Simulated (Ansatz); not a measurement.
Steps from a short run of molecular dynamics on a 2×2×1 supercell (16 atoms) of MgO (wurtzite), relaxed with r2SCAN; forces from r2SCAN in the PAW code Ansatz, 3×3×4 mesh, Fermi-Dirac smearing of 0.086 eV, Langevin thermostat and barostat (NPT), set at 1000 K. Spin polarisation is off, nuclei are classical, and the run is far too short for thermal averages. The structure comes from a prototype and may be hypothetical.

**Question.** At 3 fs the positions in Å are
```
cell (Å): 6.576 0.000 0.000; -3.288 5.695 0.000; 0.000 0.000 5.034
Mg   0.020   1.931  -0.034
Mg   1.647   0.970   2.477
O   -0.015   1.904   1.936
O    1.652   0.910   4.435
Mg  -1.627   4.745  -0.059
Mg   0.006   3.787   2.468
O   -1.662   4.743   1.940
O   -0.034   3.801   4.443
Mg   3.289   1.888  -0.007
Mg   4.918   0.950   2.462
O    3.274   1.888   1.922
O    4.944   0.953   4.438
Mg   1.673   4.725  -0.057
Mg   3.267   3.818   2.451
O    1.679   4.727   1.942
O    3.258   3.813   4.476
```
What are the forces, and how far does the free energy (smearing included) lie above that of step 0, with the atoms on their sites?

**Answer.** 8.9 meV an atom; forces in eV/Å:
```
cell (Å), as above: 6.576 0.000 0.000; -3.288 5.695 0.000; 0.000 0.000 5.034
Mg  -0.175  -0.547  -0.274
Mg  -0.238  -0.412  -0.117
O    0.197  -0.023  -0.003
O   -0.032   0.697   0.303
Mg  -0.519  -0.080   0.177
Mg  -0.197   0.281  -0.066
O    0.324   0.108  -0.050
O    0.691  -0.033   0.089
Mg   0.061   0.052  -0.722
Mg   0.133  -0.077   0.073
O    0.104   0.222   0.352
O   -0.061  -0.010   0.283
Mg  -0.631   0.523   0.083
Mg   0.560  -0.439   0.375
O   -0.800   0.314  -0.190
O    0.583  -0.576  -0.313
```

**Question.** At 6 fs the positions in Å are
```
cell (Å): 6.577 0.000 0.000; -3.288 5.695 0.000; 0.000 0.000 5.034
Mg   0.034   1.962  -0.018
Mg   1.648   0.990   2.487
O   -0.030   1.909   1.931
O    1.658   0.879   4.421
Mg  -1.607   4.747  -0.070
Mg   0.016   3.778   2.459
O   -1.674   4.734   1.947
O   -0.059   3.809   4.434
Mg   3.287   1.877   0.038
Mg   4.905   0.945   2.456
O    3.269   1.870   1.914
O    4.955   0.956   4.420
Mg   1.703   4.709  -0.062
Mg   3.255   3.837   2.439
O    1.715   4.707   1.949
O    3.240   3.832   4.505
```
What are the forces, and how far does the free energy (smearing included) lie above that of step 0, with the atoms on their sites?

**Answer.** 34.1 meV an atom; forces in eV/Å:
```
cell (Å), as above: 6.577 0.000 0.000; -3.288 5.695 0.000; 0.000 0.000 5.034
Mg  -0.319  -1.012  -0.561
Mg  -0.430  -0.782  -0.206
O    0.370  -0.077   0.050
O   -0.053   1.330   0.547
Mg  -1.024  -0.156   0.424
Mg  -0.384   0.517   0.022
O    0.606   0.277  -0.160
O    1.334  -0.149   0.067
Mg   0.185   0.094  -1.572
Mg   0.320  -0.123   0.170
O    0.093   0.450   0.770
O   -0.140  -0.001   0.583
Mg  -1.398   1.114   0.211
Mg   1.268  -0.956   0.762
O   -1.713   0.706  -0.432
O    1.285  -1.234  -0.674
```

**Question.** At 12 fs the positions in Å are
```
cell (Å): 6.577 0.000 0.000; -3.289 5.696 0.000; 0.000 0.000 5.035
Mg   0.057   2.007   0.005
Mg   1.657   1.012   2.504
O   -0.043   1.919   1.922
O    1.667   0.852   4.395
Mg  -1.578   4.754  -0.079
Mg   0.023   3.781   2.437
O   -1.679   4.712   1.983
O   -0.082   3.816   4.417
Mg   3.286   1.846   0.114
Mg   4.876   0.935   2.450
O    3.261   1.848   1.927
O    4.982   0.960   4.400
Mg   1.744   4.686  -0.066
Mg   3.248   3.857   2.407
O    1.736   4.669   1.954
O    3.223   3.856   4.551
```
What are the forces, and how far does the free energy (smearing included) lie above that of step 0, with the atoms on their sites?

**Answer.** 92.4 meV an atom; forces in eV/Å:
```
cell (Å), as above: 6.577 0.000 0.000; -3.289 5.696 0.000; 0.000 0.000 5.035
Mg  -0.514  -1.539  -1.020
Mg  -0.908  -1.121  -0.317
O    0.491  -0.248   0.197
O    0.008   1.895   1.144
Mg  -1.688  -0.274   0.669
Mg  -0.524   0.475   0.333
O    0.875   0.689  -0.601
O    2.042  -0.238   0.086
Mg   0.372   0.296  -3.052
Mg   0.863  -0.201   0.370
O    0.117   0.719   1.278
O   -0.360  -0.058   0.985
Mg  -2.807   2.106   0.416
Mg   2.050  -1.597   1.372
O   -2.711   1.406  -0.738
O    2.694  -2.309  -1.122
```

**Question.** At 15 fs the positions in Å are
```
cell (Å): 6.578 0.000 0.000; -3.289 5.697 0.000; 0.000 0.000 5.035
Mg   0.066   2.019   0.011
Mg   1.661   1.023   2.511
O   -0.039   1.922   1.918
O    1.671   0.852   4.390
Mg  -1.571   4.756  -0.079
Mg   0.022   3.791   2.420
O   -1.666   4.702   2.003
O   -0.079   3.816   4.409
Mg   3.291   1.832   0.138
Mg   4.866   0.928   2.450
O    3.248   1.845   1.945
O    4.986   0.970   4.405
Mg   1.750   4.686  -0.059
Mg   3.255   3.864   2.399
O    1.731   4.660   1.962
O    3.229   3.857   4.574
```
What are the forces, and how far does the free energy (smearing included) lie above that of step 0, with the atoms on their sites?

**Answer.** 103.8 meV an atom; forces in eV/Å:
```
cell (Å), as above: 6.578 0.000 0.000; -3.289 5.697 0.000; 0.000 0.000 5.035
Mg  -0.543  -1.647  -1.149
Mg  -1.150  -1.258  -0.298
O    0.398  -0.306   0.281
O    0.017   1.868   1.372
Mg  -1.701  -0.308   0.645
Mg  -0.481   0.251   0.580
O    0.746   0.898  -0.798
O    2.059  -0.126   0.148
Mg   0.353   0.418  -3.317
Mg   1.013  -0.095   0.483
O    0.387   0.806   1.199
O   -0.367  -0.165   1.003
Mg  -2.860   2.136   0.301
Mg   2.005  -1.660   1.456
O   -2.613   1.534  -0.781
O    2.738  -2.346  -1.125
```

**Question.** At 21 fs the positions in Å are
```
cell (Å): 6.580 0.000 0.000; -3.290 5.698 0.000; 0.000 0.000 5.037
Mg   0.079   2.023   0.003
Mg   1.648   1.042   2.513
O   -0.032   1.918   1.924
O    1.682   0.880   4.421
Mg  -1.572   4.762  -0.076
Mg   0.018   3.807   2.390
O   -1.644   4.690   2.017
O   -0.050   3.809   4.403
Mg   3.292   1.810   0.142
Mg   4.872   0.907   2.450
O    3.214   1.869   1.974
O    4.981   1.004   4.435
Mg   1.728   4.697  -0.039
Mg   3.291   3.860   2.394
O    1.683   4.664   1.967
O    3.276   3.828   4.619
```
What are the forces, and how far does the free energy (smearing included) lie above that of step 0, with the atoms on their sites?

**Answer.** 79.0 meV an atom; forces in eV/Å:
```
cell (Å), as above: 6.580 0.000 0.000; -3.290 5.698 0.000; 0.000 0.000 5.037
Mg  -0.612  -1.624  -0.919
Mg  -1.150  -1.430   0.066
O    0.182  -0.293   0.183
O   -0.125   1.396   0.990
Mg  -1.272  -0.439   0.473
Mg  -0.474  -0.238   1.005
O    0.487   1.310  -0.875
O    1.621   0.299   0.246
Mg   0.382   0.733  -2.768
Mg   0.683   0.384   0.615
O    1.051   0.566   0.769
O   -0.221  -0.597   0.689
Mg  -1.502   1.375  -0.226
Mg   0.714  -1.282   1.192
O   -1.033   1.198  -0.521
O    1.270  -1.358  -0.920
```

**Question.** At 27 fs the positions in Å are
```
cell (Å): 6.585 0.000 0.000; -3.293 5.703 0.000; 0.000 0.000 5.041
Mg   0.076   2.002  -0.006
Mg   1.615   1.043   2.504
O   -0.029   1.891   1.937
O    1.692   0.912   4.489
Mg  -1.607   4.777  -0.063
Mg   0.007   3.809   2.383
O   -1.626   4.718   2.011
O   -0.003   3.797   4.419
Mg   3.285   1.785   0.108
Mg   4.889   0.891   2.455
O    3.200   1.910   2.020
O    4.951   1.037   4.480
Mg   1.695   4.725  -0.014
Mg   3.343   3.833   2.410
O    1.615   4.695   1.943
O    3.341   3.776   4.650
```
What are the forces, and how far does the free energy (smearing included) lie above that of step 0, with the atoms on their sites?

**Answer.** 51.7 meV an atom; forces in eV/Å:
```
cell (Å), as above: 6.585 0.000 0.000; -3.293 5.703 0.000; 0.000 0.000 5.041
Mg  -0.663  -1.271  -0.596
Mg  -0.380  -1.315   0.492
O   -0.141   0.017   0.098
O   -0.600   0.768   0.051
Mg  -0.250  -0.732   0.299
Mg  -0.434  -0.539   1.173
O    0.152   1.257  -0.641
O    0.726   0.698   0.221
Mg   0.390   1.235  -1.246
Mg   0.173   0.749   0.682
O    1.128  -0.050  -0.047
O    0.357  -1.112   0.168
Mg  -0.193   0.495  -0.707
Mg  -0.581  -0.612   0.860
O    0.652   0.624   0.050
O   -0.334  -0.213  -0.859
```
